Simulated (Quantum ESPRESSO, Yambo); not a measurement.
# BN (P6_3/mmc): G0W0 in Yambo against the bands, part 2 of 2

How does the gap of BN (P6_3/mmc) converge in the bands?

Yambo 5.3.0; PBE and many-body steps on it, plane waves. Known limits of the many-body steps: not at the basis limit; coarse k mesh.

So far. Step 4 (115 bands): Against the run before, the gap moves by +0.082 eV.

**5. 206 bands**

Level of this step: G0W0 on PBE, plane waves, norm-conserving pseudopotentials (Yambo).

Contents of gw4.in:

```
HF_and_locXC
gw0
dyson
ppa
em1d
rim_cut
RandQpts= 1000000
RandGvec= 1 RL
EXXRLvcs= 72 Ry
VXCRLvcs= 288 Ry
Chimod= "HARTREE"
% BndsRnXp
 1 | 206 |
%
NGsBlkXp= 15.5 Ry
% LongDrXp
 1 | 1 | 1 |
%
% GbndRnge
 1 | 206 |
%
DysSolver= "n"
ExtendOut
PPAPntXp= 27.21138 eV
% QPkrange
 14 | 14 | 7 | 10 |
 7 | 7 | 7 | 10 |
 1 | 1 | 7 | 10 |
%
```

Started as:

```sh
$ OMP_NUM_THREADS=1 mpirun -n 4 yambo -F gw4.in -J gw4 -C gw4 > gw4.log
```

Output:

```text
 Yambo, version 5.3.0

 [02] CORE Variables Setup
 =========================

  [... cell, symmetries and grids as in the set-up ...]

  [02.05] Energies & Occupations
  ==============================

  [X] === General ===
  [X] Electronic Temperature                        :  0.000000  0.000000 [eV K]
  [X] Bosonic    Temperature                        :  0.000000  0.000000 [eV K]
  [X] Finite Temperature mode                       : no
  [X] El. density                                   :  0.44236E+24 [cm-3]
[...]
QP @ state[ 2 ] b range                          :   7  10
   QP @ state[ 3 ] K range                          :  14  14
   QP @ state[ 3 ] b range                          :   7  10
   GF energies kind                                 : Perdew, Burke & Ernzerhof(X)+Perdew, Burke & Ernzerhof(C)
   GF WF`s kind                                     : Perdew, Burke & Ernzerhof(X)+Perdew, Burke & Ernzerhof(C)
   Xs energies kind                                 : Perdew, Burke & Ernzerhof(X)+Perdew, Burke & Ernzerhof(C)
   Xs WF`s kind                                     : Perdew, Burke & Ernzerhof(X)+Perdew, Burke & Ernzerhof(C)

 [11] Game Over & Game summary
```

Wall time 3.4 min (4 MPI ranks of Arm Neoverse V1, shared host); peak memory 1.8 GiB.

This step gave:

```
G0W0 gap on the points computed              : 5.737 eV
starting gap on the mesh                     : 4.314 eV
k of the valence top                         : 0.3333, 0.3333, -0.5
k of the conduction bottom                   : 0, -0.5, 0
least direct G0W0 gap on the computed points : 6.206 eV
```

Against the run before, the gap moves by +0.063 eV.

**6. 313 bands**

gw5.in, as its differences from gw4.in of step 5:

```diff
@@ -12,3 +12,3 @@
 % BndsRnXp
- 1 | 206 |
+ 1 | 313 |
 %
@@ -19,3 +19,3 @@
 % GbndRnge
- 1 | 206 |
+ 1 | 313 |
 %
```

Started as:

```sh
$ OMP_NUM_THREADS=1 mpirun -n 4 yambo -F gw5.in -J gw5 -C gw5 > gw5.log
```

Output:

```text
 Yambo, version 5.3.0

 [02] CORE Variables Setup
 =========================

  [... cell, symmetries and grids as in the set-up ...]

  [02.05] Energies & Occupations
  ==============================

  [X] === General ===
  [X] Electronic Temperature                        :  0.000000  0.000000 [eV K]
  [X] Bosonic    Temperature                        :  0.000000  0.000000 [eV K]
  [X] Finite Temperature mode                       : no
  [X] El. density                                   :  0.44236E+24 [cm-3]
[...]
QP @ state[ 2 ] b range                          :   7  10
   QP @ state[ 3 ] K range                          :  14  14
   QP @ state[ 3 ] b range                          :   7  10
   GF energies kind                                 : Perdew, Burke & Ernzerhof(X)+Perdew, Burke & Ernzerhof(C)
   GF WF`s kind                                     : Perdew, Burke & Ernzerhof(X)+Perdew, Burke & Ernzerhof(C)
   Xs energies kind                                 : Perdew, Burke & Ernzerhof(X)+Perdew, Burke & Ernzerhof(C)
   Xs WF`s kind                                     : Perdew, Burke & Ernzerhof(X)+Perdew, Burke & Ernzerhof(C)

 [11] Game Over & Game summary
```

Run time: 5.2 min. Hardware: 4 MPI ranks; peak memory 2.2 GiB.

Numbers from this step:

```yaml
g0w0_gap_on_the_points_computed: 5.767 eV
starting_gap_on_the_mesh: 4.314 eV
k_of_the_valence_top: 0.3333, 0.3333, -0.5
k_of_the_conduction_bottom: 0, -0.5, 0
least_direct_g0w0_gap_on_the_computed_points: 6.233 eV
```

Against the run before, the gap moves by +0.030 eV.

**7. 434 bands**

gw6.in, as its differences from gw5.in of step 6:

```diff
@@ -12,3 +12,3 @@
 % BndsRnXp
- 1 | 313 |
+ 1 | 434 |
 %
@@ -19,3 +19,3 @@
 % GbndRnge
- 1 | 313 |
+ 1 | 434 |
 %
```

Started as:

```sh
$ OMP_NUM_THREADS=1 mpirun -n 4 yambo -F gw6.in -J gw6 -C gw6 > gw6.log
```

Output:

```text
 Yambo, version 5.3.0

 [02] CORE Variables Setup
 =========================

  [... cell, symmetries and grids as in the set-up ...]

  [02.05] Energies & Occupations
  ==============================

  [X] === General ===
  [X] Electronic Temperature                        :  0.000000  0.000000 [eV K]
  [X] Bosonic    Temperature                        :  0.000000  0.000000 [eV K]
  [X] Finite Temperature mode                       : no
  [X] El. density                                   :  0.44236E+24 [cm-3]
[...]
QP @ state[ 2 ] b range                          :   7  10
   QP @ state[ 3 ] K range                          :  14  14
   QP @ state[ 3 ] b range                          :   7  10
   GF energies kind                                 : Perdew, Burke & Ernzerhof(X)+Perdew, Burke & Ernzerhof(C)
   GF WF`s kind                                     : Perdew, Burke & Ernzerhof(X)+Perdew, Burke & Ernzerhof(C)
   Xs energies kind                                 : Perdew, Burke & Ernzerhof(X)+Perdew, Burke & Ernzerhof(C)
   Xs WF`s kind                                     : Perdew, Burke & Ernzerhof(X)+Perdew, Burke & Ernzerhof(C)

 [11] Game Over & Game summary
```

Run time: 7.1 min. Hardware: 4 MPI ranks; peak memory 2.6 GiB.

This step gave:

* G0W0 gap on the points computed: 5.779 eV
* starting gap on the mesh: 4.314 eV
* k of the valence top: 0.3333, 0.3333, -0.5
* k of the conduction bottom: 0, -0.5, 0
* least direct G0W0 gap on the computed points: 6.245 eV

Against the run before, the gap moves by +0.013 eV.

**8. The runs together**

Times are wall times on 4 MPI ranks of Arm Neoverse V1, shared host. The host was busy with other work, so they are no guide to cost.

| run | mesh | bands | screening cutoff (eV) | DFT gap (eV) | gap on the mesh (eV) | direct (eV) | time |
| --- | --- | --- | --- | --- | --- | --- | --- |
| 32 bands | 6×6×2 | 32 | 210.9 | 4.314 | 5.584 | 6.095 | 34 s |
| 61 bands | 6×6×2 | 61 | 210.9 | 4.314 | 5.592 | 6.085 | 63 s |
| 115 bands | 6×6×2 | 115 | 210.9 | 4.314 | 5.674 | 6.151 | 2 min |
| 206 bands | 6×6×2 | 206 | 210.9 | 4.314 | 5.737 | 6.206 | 3.4 min |
| 313 bands | 6×6×2 | 313 | 210.9 | 4.314 | 5.767 | 6.233 | 5.2 min |
| 434 bands | 6×6×2 | 434 | 210.9 | 4.314 | 5.779 | 6.245 | 7.1 min |

**9. Results**

| Quantity | Value |
| --- | --- |
| 32 bands | 5.584 eV |
| 61 bands | 5.592 eV |
| 115 bands | 5.674 eV |
| 206 bands | 5.737 eV |
| 313 bands | 5.767 eV |
| 434 bands | 5.779 eV |
| known limits | not at the basis limit; coarse k mesh |

In words: The setting moved: bands. From 32 bands to 434 bands the gap moves by +0.20 eV, for 13 times the time. The last step still moves it by +0.013 eV. Bands and screening cutoff are coupled, so a series along one setting does not show full convergence. Bands and cutoff are finite, so the gap is not at the basis limit. The miss can reach some tenths of an eV and take either sign; the mesh is an error of its own. In the G0W0 runs levels were corrected at 3 k points alone, so a gap called «on the mesh» is the least over those, and an edge elsewhere would be missed. The 6×6×2 mesh is coarse for this cell, which bears on the long-range parts of exchange and screening.

[Paths, hosts, dates, memory and timing lines, banners, echoed tables and standing remarks are left out of the program output.]

[Logs are printed without paths, hosts, clocks, repeated set-up lines and the standing remarks that a program may print on its own settings, such as how far it seeks lower states.]

[Runs of the session that timed out or met a known fault of the program may be left out.]

[Hosts, paths, dates, database ids (printed as entryN), source tags and the programs' standing remarks are cut or masked in the printed files.]
